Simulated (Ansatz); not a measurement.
# Pt (Im-3m) in Ansatz: notebook

Runs on Pt. Level: PBEsol. Tasks: relaxation of cell and atoms.

All numbers are computed with Ansatz 0.2.0; they aren't measurements. Logs are shortened: lines on timing, memory, paths and dates and some standing lists are left out, and cuts for length are marked.

### Step 1. Starting point

The structure is cubic, space group Im-3m (No. 229). Conventional cell: a = 3.168 Å, b = 3.168 Å, c = 3.168 Å, α = 90.00°, β = 90.00°, γ = 90.00°. Pt (site symmetry m-3m) has 8 Pt at 2.74 Å as nearest neighbours.

This isn't the form of Pt at room conditions, which is fcc.

### Step 2. Relaxation of cell and atoms, PBEsol

Input file input.yaml:

```yaml
crystal:
  lattice:
    - [-1.58422, 1.58422, 1.58422]
    - [1.58422, -1.58422, 1.58422]
    - [1.58422, 1.58422, -1.58422]
  atoms:
    - { symbol: Pt, position: [0.0, 0.0, 0.0] }
hamiltonian:
  xc: pbesol
  pseudopotentials: { kind: paw }
kpoints:
  mp_grid: { grid: [12, 12, 12] }
scf:
  occupations: { method: fermi_dirac, width: 0.05 }
output:
  forces: true
  stress: true
  eigenvalues: true
  write_density: true
  write_potential: true
  elf: true
  volumetric_format: npy
relax:
  f_tol: 0.01
  max_steps: 40
  cell: { stress_tol: 0.05 }
```

Potentials or basis: Ansatz PAW.

The run is started by

```console
ansatz run input.yaml --threads 2 --pin off --max-ram 5632MiB --backend cpu --events-out ev --progress --plain --runs-dir out
```

The log of the run:

```text
Warning: RAYON_NUM_THREADS=2 ignored (pool sized by the plan → 2); use --threads N
Engine: ansatz 0.2.0, x86_64-unknown-linux-gnu
Pseudopotentials: kind: paw
Pseudopotential: Pt, paw, valence charge 18, recommended cutoff 420 eV (normal), Pt.paw.azcp
Functional definition: PBEsol
  exchange = pbesol_x
  correlation = pbesol_c
Crystal: 1 atoms, lattice volume = 15.904 Å³
Basis set: ecut = 420 eV, 321 PW (Γ), exchange–correlation on 40×40×40 points (8 copies of the dense FFT grid, shifted against one another)
Bands: 13, of which v1, the nominal top of the filled ones, is band 9 counted from 1 (8 counted from 0)
Symmetry: 48 space group operations
Space group: Im-3m (ITA 229), of the structure as read, at distance tolerance 2.5e-5 Å
k-points: 72 of 1728
Non-local potential: Pt, projectors of the file, l = 0: 3, l = 1: 2, l = 2: 2, l = 3: 1
PAW form: soft (Blöchl's): semilocal exchange-correlation on the pseudo side does not see the compensation charge
PAW frozen core: Pt, regenerated for the run's functional, and the local potential with it (the file was generated under x = pbe(κ = 0.804, μ = 0.2195149727645171), c = pbe(β = 0.06672455060314922))
PAW one-centre angular grid: Pt, 590 points (default); XC on 64 Gauss nodes
Initial density: superposition of atomic densities (neutral atoms: chi_scale 0, normalization atom), corrected by the library's trained network
Initial wavefunctions: pseudopotential atomic-orbital guess
Functional: x = pbesol(κ = 0.804, μ = 0.12345679012345678), c = pbesol(β = 0.046)
SCF iter   1: F=—  HF=-12383.700387 eV  |F-HF|=—  |Δ(HF+E_count)|=         —  Δρ=5.11e-3  dr2=2.78e-3  ethr=1.77e-3  ⟨swp⟩=5.0  Hψ=5191  notcnv=0
preconditioner: auto → none  [metal: Δε(μ)=0.087 eV  Ē_g=13.521 eV  σ=0.050 eV  W_gap=0.41  n_scr=0 (ndim 8)  ℏωp=29.4 eV  f_vac=0.000  D(μ)=0.69/eV (n_scr^D=0)]
SCF iter   2: F=—  HF=-12383.699797 eV  |F-HF|=—  |Δ(HF+E_count)|=   5.91e-4  Δρ=1.92e-3  dr2=1.73e-4  ethr=1.54e-5  ⟨swp⟩=2.4  Hψ=1992  notcnv=0
SCF iter   3: F=—  HF=-12383.699821 eV  |F-HF|=—  |Δ(HF+E_count)|=   2.41e-5  Δρ=9.99e-4  dr2=3.29e-5  ethr=9.59e-7  ⟨swp⟩=2.5  Hψ=1447  notcnv=0
SCF iter   4: F=—  HF=-12383.699850 eV  |F-HF|=—  |Δ(HF+E_count)|=   2.89e-5  Δρ=1.67e-4  dr2=8.62e-7  ethr=1.83e-7  ⟨swp⟩=2.0  Hψ=1384  notcnv=0
iter 5 did not close the SCF: its close was put off for the readings that it lacked (scf_convergence_deferred on its scf_iter line)
SCF iter   5: F=-12383.699851 eV  HF=-12383.699851 eV  |F-HF|=5.54e-9  |Δ(HF+E_count)|=   1.02e-6  Δρ=1.70e-5  dr2=1.10e-8  ethr=4.79e-9  ⟨swp⟩=2.2  Hψ=1412  notcnv=0
SCF iter   6: F=-12383.699851 eV  HF=-12383.699851 eV  |F-HF|=1.27e-11  |Δ(HF+E_count)|=   6.50e-9  Δρ=8.33e-7  dr2=3.20e-11  ethr=6.10e-11  ⟨swp⟩=4.1  Hψ=4481  notcnv=0
SCF 1 converged in 6 iterations: F = -12383.699851 eV  dr2 = 3.20e-11
relax step   1: F+E_penalty+E_count = -12383.69985064 eV  Δ(F+E_penalty+E_count) = +0.000e0 eV  max|allowed force component| = 0.000e0 eV/Å  Δτ_max = 0.0000 Å  P = -11.206 GPa  Ω = 15.904 Å³  (6 SCF iters, dr2 threshold 1.00e-7 eV, accepted)
Crystal: 1 atoms, lattice volume = 13.865 Å³
Basis set: ecut = 420 eV, 249 PW (Γ), exchange–correlation on 40×40×40 points (8 copies of the dense FFT grid, shifted against one another)
Initial density: handed on by an earlier stage of this run
[... 41 lines left out ...]
SCF iter   2: F=—  HF=-12383.725872 eV  |F-HF|=—  |Δ(HF+E_count)|=   3.38e-6  Δρ=5.66e-5  dr2=6.18e-8  ethr=1.60e-9  ⟨swp⟩=1.9  Hψ=1474  notcnv=0
SCF iter   3: F=—  HF=-12383.725872 eV  |F-HF|=—  |Δ(HF+E_count)|=   4.30e-8  Δρ=7.59e-6  dr2=7.00e-9  ethr=3.44e-10  ⟨swp⟩=2.2  Hψ=1584  notcnv=0
SCF iter   4: F=—  HF=-12383.725872 eV  |F-HF|=—  |Δ(HF+E_count)|=   1.63e-9  Δρ=2.05e-6  dr2=1.59e-10  ethr=3.89e-11  ⟨swp⟩=2.3  Hψ=1377  notcnv=0
SCF iter   5: F=-12383.725872 eV  HF=-12383.725872 eV  |F-HF|=9.09e-12  |Δ(HF+E_count)|=  8.19e-11  Δρ=1.15e-7  dr2=7.08e-13  ethr=1.00e-12  ⟨swp⟩=3.8  Hψ=3669  notcnv=0
SCF 6 converged in 5 iterations: F = -12383.725872 eV  dr2 = 7.08e-13
relax step   6: F+E_penalty+E_count = -12383.72587189 eV  Δ(F+E_penalty+E_count) = +2.906e-4 eV  max|allowed force component| = 0.000e0 eV/Å  Δτ_max = 0.0000 Å  P = +0.014 GPa  Ω = 15.194 Å³  stress off target by 1.38e-2 GPa  SCF on the basis re-selected at this cell (its energy is not comparable with the rows above)  (5 SCF iters)
basis re-selected at this cell: Δ(F+E_penalty+E_count) = +2.906e-4 eV, ΔP = +0.018 GPa vs the last step (what re-selecting the basis moved, of the pressure what is left beyond the Pulay correction that the steps carried, after the strain that the cell walked since its last selection, with what the two solves' SCF thresholds leave and, on support functions, any second-order correction that the steps lacked; it is no measure of the basis error at this ecutwfc). This SCF's stress stands 1.38e-2 GPa from its target on what of the cell is left free (relax.cell.stress_tol is 5.00e-2 GPa) and its largest allowed force component is 0.00e0 eV/Å (relax.f_tol is 1.00e-2 eV/Å): within both
SCF converged after 5 iterations
Free energy (F): -12383.725872 eV
Harris-Foulkes:  -12383.725872 eV  (|F-HF|=9.09e-12)
Internal energy: -12383.720211 eV  (E = F + TS)
E sigma→0 (E₀):  -12383.723042 eV
Entropy (-TS):   -0.005661 eV (-5.661 meV/atom)
Fermi energy:    22.695167 eV
--- Per-component energies (eV) ---
  E_band       = -134.554768
  E_kinetic    = 638.373439
  E_local      = -1474.125418  (includes V_loc(G=0)·N_el)
  E_nonlocal   = 203.234899
  E_hartree    = 545.847077
  E_xc         = -260.402210
  E_vxc        = -302.489270  (∫ρ·V_xc dr)
  E_paw        = -9316.488365  (= ΣΔE_a)
  E_vpaw       = -291.242777  (= ΣTr[D̂ρ^β])
  E_aug_tail   = 0.000176  (compensation charges beyond the density's cutoff)
  E_ewald      = -2720.446790
  E_core_change = 0.286981  (= ΣΔE_core)
  E_smearing   = -0.005661  (= −TS)
  E_closure    = 0.000000  (closes the sum)
  Σ components = -12383.725872   (vs F -12383.725872, Δ=0.00e0)
--- Forces (eV/Å), atoms counted from 1 ---
  atom   1  Pt    -0.00000000    -0.00000000     0.00000000
  max |Σ_I F_I| component: 1.31e-31 eV/Å
--- Stress (GPa, compression-positive) ---
        0.013838      -0.000000       0.000000
       -0.000000       0.013838      -0.000000
        0.000000      -0.000000       0.013838
  P = ⅓ Tr σ = 0.0138 GPa (0.138 kbar)
--- Band table (eV; the first three rows and the last of 72) ---
  k-point 0: bands = ["-75.4695", "-29.4233", "-29.4233", "-29.4233", "12.7897", "19.0584", "19.0584", "19.0584", "21.7239", "21.7239", "39.7702", "39.7702", "39.7702"]
  k-point 1: bands = ["-75.4671", "-29.4559", "-29.4346", "-29.4231", "13.0830", "18.9408", "19.0558", "19.2984", "21.5744", "21.7323", "39.9021", "40.0215", "40.2023"]
  k-point 2: bands = ["-75.4605", "-29.5444", "-29.4655", "-29.4225", "13.8986", "18.6333", "19.0227", "19.9938", "21.3169", "21.7658", "39.8545", "39.8922", "41.4316"]
  k-point 71: bands = ["-75.4051", "-29.7768", "-29.7768", "-29.7768", "16.2805", "16.2805", "23.3538", "23.3538", "23.3538", "30.4730", "30.4730", "30.4730", "36.0846"]
--- Relaxed structure (5 steps of the walk, 4 accepted, 1 SCFs on fresh bases) ---
  F+E_penalty+E_count = -12383.72587189 eV   max|allowed force component| = 0.000e0 eV/Å   (the final SCF, on the basis selected at the relaxed cell)
  cell:  # Å, volume = 15.1943 Å³
    - [-1.5602942154972115, 1.5602942154972115, 1.5602942154972115]
    - [1.5602942154972115, -1.5602942154972115, 1.5602942154972115]
    - [1.5602942154972115, 1.5602942154972115, -1.5602942154972115]
  atoms:
    - { symbol: Pt, position: [0.0, 0.0, 0.0] }
```

Wall time 3.1 s (2 threads of AMD EPYC 7R43 (Zen 3), shared host); peak memory 0.32 GiB.

What came out:

| Property | Result |
| --- | --- |
| Free energy | -12383.7259 eV |
| Relaxed volume | 15.19 Å³/atom |
| Relaxed cell | a = 2.703 Å, b = 2.703 Å, c = 2.703 Å, α = 109.47°, β = 109.47°, γ = 109.47° |
| Space group after relaxing (to 0.05 Å) | Im-3m (No. 229) |
| Energy gained by relaxing | 26.0 meV/atom |
| Ionic steps | 5 |
| Pressure after relaxing | 0.0 GPa |
| Band gap on the k mesh | none (metal or under the smearing width) |

Step by step:
```
step  energy change (eV)  largest force (eV/Å)  volume (Å³)
   1              0.0000                0.0000        15.90
   2             -0.0253                0.0000        15.32
   3             -0.0263                0.0000        15.18
   4             -0.0263                0.0000        15.19
   5             -0.0260                0.0000        15.19
```

Final structure:
```xyz
1
Lattice="-1.5603 1.5603 1.5603 1.5603 -1.5603 1.5603 1.5603 1.5603 -1.5603" Properties=species:S:1:pos:R:3 pbc="T T T"
Pt    0.0000    0.0000    0.0000
```

Levels at points of the mesh, in eV from the Fermi level:
```tsv
k point	band 6	band 7	band 8	band 9	band 10	band 11	band 12	band 13
(0.00, 0.00, 0.00)	-3.64	-3.64	-3.64	-0.97	-0.97	17.08	17.08	17.08
(0.00, 0.00, -0.50)	-5.16	-1.16	-0.61	0.15	1.23	6.70	13.28	16.21
(-0.50, -0.50, -0.50)	-6.41	0.66	0.66	0.66	7.78	7.78	7.78	13.39
```

Caveat: the plane-wave basis is chosen anew once the cell has moved, so the energies of steps on either side of that aren't comparable; the PAW data sets come from PBE, with cores solved anew for the run's functional, which leaves a small shift of forces and pressure. The run has no spin-orbit coupling, so splittings on Pt are missing.

### Step 3. Relaxation of cell and atoms, PBEsol, target pressure 2 GPa, at which the enthalpy is minimised

Edit input.yaml of step 2 so:

```diff
@@ -18,6 +18,2 @@
   eigenvalues: true
-  write_density: true
-  write_potential: true
-  elf: true
-  volumetric_format: npy
 relax:
@@ -25,2 +21,2 @@
   max_steps: 40
-  cell: { stress_tol: 0.05 }
+  cell: { stress_tol: 0.05, p_target: 2.0 }
```

Potentials or basis: Ansatz PAW.

The run is started by

```console
ansatz run input.yaml --threads 2 --pin off --max-ram 5632MiB --backend cpu --events-out ev --progress --plain --runs-dir out
```

Wall time 3.1 s (2 threads of AMD EPYC 7R43 (Zen 3), shared host); peak memory 0.34 GiB.

Results (log left out):

```
Free energy                                            : -12383.7252 eV
Relaxed volume                                         : 15.09 Å³/atom
Relaxed cell                                           : a = 2.696 Å, b = 2.696 Å, c = 2.696 Å, α = 109.47°, β = 109.47°, γ = 109.47°
Space group after relaxing (to 0.05 Å)                 : Im-3m (No. 229)
Energy change on relaxing (the enthalpy is what falls) : -25.3 meV/atom
Ionic steps                                            : 5
Pressure after relaxing                                : 2.0 GPa
Band gap on the k mesh                                 : none (metal or under the smearing width)
```

The path:
```tsv
step	energy change (eV)	largest force (eV/Å)	volume (Å³)
1	0.0000	0.0000	15.90
2	-0.0262	0.0000	15.24
3	-0.0254	0.0000	15.07
4	-0.0257	0.0000	15.09
5	-0.0253	0.0000	15.09
```

Final structure:
```yaml
crystal:
  lattice:
    - [-1.55662, 1.55662, 1.55662]
    - [1.55662, -1.55662, 1.55662]
    - [1.55662, 1.55662, -1.55662]
  atoms:
    - { symbol: Pt, position: [0.00000, 0.00000, 0.00000] }
```

Levels at points of the mesh, in eV from the Fermi level:
```tsv
k point	band 5	band 6	band 7	band 8	band 9	band 10	band 11	band 12	band 13
(0.00, 0.00, 0.00)	-9.98	-3.68	-3.68	-3.68	-0.98	-0.98	17.07	17.07	17.07
(0.00, 0.00, -0.50)	-6.98	-5.21	-1.17	-0.62	0.13	1.24	6.76	13.28	16.27
(-0.50, -0.50, -0.50)	-6.49	-6.49	0.67	0.67	0.67	7.80	7.80	7.80	13.50
```

Caveat: the plane-wave basis is chosen anew once the cell has moved, so the energies of steps on either side of that aren't comparable; the PAW data sets come from PBE, with cores solved anew for the run's functional, which leaves a small shift of forces and pressure. The run has no spin-orbit coupling, so splittings on Pt are missing.
